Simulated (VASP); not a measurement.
SnSe:

```xyz
2
Lattice="0.0000 2.9758 2.9758 2.9758 0.0000 2.9758 2.9758 2.9758 0.0000" Properties=species:S:1:pos:R:3 pbc="T T T"
Sn    0.0000    0.0000    0.0000
Se    2.9758    2.9758    2.9758
```

The cell was built by a generator and needn't be a form met in nature.

Base run:

- Program: VASP 6.6.1
- Functional: PBEsol
- Potentials or basis: VASP PAW PBE potentials, release 64 (Sn_d, Se)
- Cutoff: 520 eV
- k mesh: 6 × 6 × 6
- Occupations: gaussian, width 0.03 eV
- Spin: no spin polarisation

Its results: band gap on the k mesh 0.80 eV, direct; pressure -0.5 GPa.

Question: The run is repeated on the same cell with these changes: functional from PBEsol to PBE0. What comes out?

Answer: Band gap on the k mesh 0.84 eV, direct; pressure 1.3 GPa.

Caveats: the PAW data sets were made with another functional, which shifts forces and pressure a little; spin-orbit coupling is left out, which moves the levels of the heavy elements.
